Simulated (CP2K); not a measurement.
A calculation with CP2K 2026.2 of NbP (ASE script, structure typed inline):

File nbp_scf.py:

```python
from ase import Atoms
from ase.calculators.cp2k import CP2K

atoms = Atoms(['Nb', 'Nb', 'P', 'P'],
              cell=[[6.209635874, 0.0, 0.0], [4.4025296506, 4.3791906059, 0.0], [-5.3060827623, -2.1895953029, 2.3686991823]],
              scaled_positions=[[0.2498808, 0.7498808, 0.5], [0.4998808, 0.4998808, 0.0], [0.83274777, 0.33274777, 0.5], [0.08274777, 0.08274777, 0.0]],
              pbc=True)

inp = """
&FORCE_EVAL
  &DFT
    BASIS_SET_FILE_NAME BASIS_MOLOPT
    POTENTIAL_FILE_NAME GTH_POTENTIALS
    &MGRID
      CUTOFF 450
      REL_CUTOFF 60
      NGRIDS 5
    &END MGRID
    &QS
      METHOD GPW
      EPS_DEFAULT 1.0E-9
    &END QS
    &KPOINTS
      SCHEME MONKHORST-PACK 9 9 9
      GAMMA_CENTERED T
    &END KPOINTS
    &SCF
      SCF_GUESS ATOMIC
      EPS_SCF 1.0E-6
      MAX_SCF 100
      ADDED_MOS 20
      CHOLESKY OFF
      EPS_EIGVAL 1.0E-7
      &DIAGONALIZATION ON
        ALGORITHM STANDARD
      &END DIAGONALIZATION
      &MIXING ON
        METHOD BROYDEN_MIXING
        ALPHA 0.4
        BETA 1.5
        NBUFFER 8
      &END MIXING
      &SMEAR ON
        METHOD FERMI_DIRAC
        ELECTRONIC_TEMPERATURE [K] 300.557
      &END SMEAR
    &END SCF
    &XC
      &XC_FUNCTIONAL
        &GGA_X_RPBE
        &END GGA_X_RPBE
        &GGA_C_PBE
        &END GGA_C_PBE
      &END XC_FUNCTIONAL
    &END XC
    &PRINT
      &KPOINTS ON
      &END KPOINTS
      &MULLIKEN ON
      &END MULLIKEN
      &MO ON
        ENERGIES T
        OCCUPATION_NUMBERS T
        &EACH
          QS_SCF 0
        &END EACH
        ADD_LAST NUMERIC
      &END MO
      &LOWDIN ON
      &END LOWDIN
      &HIRSHFELD ON
        SHAPE_FUNCTION DENSITY
      &END HIRSHFELD
    &END PRINT
  &END DFT
  &SUBSYS
    &KIND Nb
      BASIS_SET DZVP-MOLOPT-SR-GTH-q13
      POTENTIAL GTH-PBE-q13
    &END KIND
    &KIND P
      BASIS_SET DZVP-MOLOPT-SR-GTH-q5
      POTENTIAL GTH-PBE-q5
    &END KIND
    &PRINT
      &ATOMIC_COORDINATES ON
      &END ATOMIC_COORDINATES
      &CELL ON
      &END CELL
    &END PRINT
  &END SUBSYS
  &PRINT
    &FORCES ON
    &END FORCES
  &END PRINT
&END FORCE_EVAL
"""
calc = CP2K(command='cp2k.psmp -s', label='nbp_scf', inp=inp, print_level='LOW', stress_tensor=True,
            basis_set=None, basis_set_file=None, pseudo_potential=None, potential_file=None,
            xc=None, cutoff=None, max_scf=None, uks=None, multiplicity=None, poisson_solver=None, force_eval_method='Quickstep')
atoms.calc = calc

print('energy (eV):', atoms.get_potential_energy())
print('forces (eV/A):')
print(atoms.get_forces())
print('stress (eV/A^3, Voigt):', atoms.get_stress())
```

Potentials or basis: GTH_POTENTIALS Nb GTH-PBE-q13, P GTH-PBE-q5; DZVP-MOLOPT-SR-GTH basis.

The run is started by

```sh
$ OMP_NUM_THREADS=1 python nbp_scf.py
```

The cell is a database's computed one.

Task: Write the same calculation in another form: native input, structure typed inline.

Result: As run:

Contents of nbp_scf.inp:

```
&GLOBAL
  PROJECT nbp_scf
  RUN_TYPE ENERGY_FORCE
  PRINT_LEVEL LOW
&END GLOBAL
&FORCE_EVAL
  METHOD QS
  STRESS_TENSOR ANALYTICAL
  &DFT
    BASIS_SET_FILE_NAME BASIS_MOLOPT
    POTENTIAL_FILE_NAME GTH_POTENTIALS
    &MGRID
      CUTOFF 450
      REL_CUTOFF 60
      NGRIDS 5
    &END MGRID
    &QS
      METHOD GPW
      EPS_DEFAULT 1.0E-9
    &END QS
    &KPOINTS
      SCHEME MONKHORST-PACK 9 9 9
      GAMMA_CENTERED T
      SYMMETRY T
      SYMMETRY_BACKEND SPGLIB
    &END KPOINTS
    &SCF
      SCF_GUESS ATOMIC
      EPS_SCF 1.0E-6
      MAX_SCF 100
      ADDED_MOS 20
      CHOLESKY OFF
      EPS_EIGVAL 1.0E-7
      &DIAGONALIZATION ON
        ALGORITHM STANDARD
      &END DIAGONALIZATION
      &MIXING ON
        METHOD BROYDEN_MIXING
        ALPHA 0.4
        BETA 1.5
        NBUFFER 8
      &END MIXING
      &SMEAR ON
        METHOD FERMI_DIRAC
        ELECTRONIC_TEMPERATURE [K] 300.557
      &END SMEAR
    &END SCF
    &XC
      &XC_FUNCTIONAL
        &GGA_X_RPBE
        &END GGA_X_RPBE
        &GGA_C_PBE
        &END GGA_C_PBE
      &END XC_FUNCTIONAL
    &END XC
    &PRINT
      &KPOINTS ON
      &END KPOINTS
      &MULLIKEN ON
      &END MULLIKEN
      &MO ON
        ENERGIES T
        OCCUPATION_NUMBERS T
        &EACH
          QS_SCF 0
        &END EACH
        ADD_LAST NUMERIC
      &END MO
      &LOWDIN ON
      &END LOWDIN
      &HIRSHFELD ON
        SHAPE_FUNCTION DENSITY
      &END HIRSHFELD
      &E_DENSITY_CUBE ON
        STRIDE 1
      &END E_DENSITY_CUBE
      &V_HARTREE_CUBE ON
        STRIDE 1
      &END V_HARTREE_CUBE
      &ELF_CUBE ON
        STRIDE 1
      &END ELF_CUBE
    &END PRINT
  &END DFT
  &SUBSYS
    &CELL
      A 6.2096358740 0.0000000000 0.0000000000
      B 4.4025296506 4.3791906059 0.0000000000
      C -5.3060827623 -2.1895953029 2.3686991823
      PERIODIC XYZ
    &END CELL
    &COORD
      Nb  2.1999998552 2.1890733035 1.1843495911
      Nb  5.3048177922 2.1890733034 0.0000000000
      P   3.9829509690 0.3623682571 1.1843495911
      P   0.8781330320 0.3623682570 0.0000000000
    &END COORD
    &KIND Nb
      BASIS_SET DZVP-MOLOPT-SR-GTH-q13
      POTENTIAL GTH-PBE-q13
    &END KIND
    &KIND P
      BASIS_SET DZVP-MOLOPT-SR-GTH-q5
      POTENTIAL GTH-PBE-q5
    &END KIND
    &PRINT
      &ATOMIC_COORDINATES ON
      &END ATOMIC_COORDINATES
      &CELL ON
      &END CELL
    &END PRINT
  &END SUBSYS
  &PRINT
    &FORCES ON
    &END FORCES
    &STRESS_TENSOR ON
    &END STRESS_TENSOR
  &END PRINT
&END FORCE_EVAL
```

Potentials or basis: GTH_POTENTIALS Nb GTH-PBE-q13, P GTH-PBE-q5; DZVP-MOLOPT-SR-GTH basis.

The run is started by

```bash
$ OMP_NUM_THREADS=1 cp2k.psmp -i nbp_scf.inp -o nbp_scf.out
```

Both were run:

|  | ASE script, structure typed inline | native input, structure typed inline |
| --- | --- | --- |
| Pressure | 1.0 GPa | 1.0 GPa |
| Largest force | 0.004 eV/Å | 0.004 eV/Å |
| Band gap on the k mesh | none (metal or under the smearing width) | none (metal or under the smearing width) |
| Hirshfeld charges | Nb +0.23; P -0.23 e | Nb +0.23; P -0.23 e |

Keys that steer only the numerical path or the files written may differ.

Caveat: Mulliken charges move with the basis; the potentials were made for another functional, which shifts forces and pressure; the basis of atomic orbitals isn't converged, which shifts pressures, moduli and gaps.
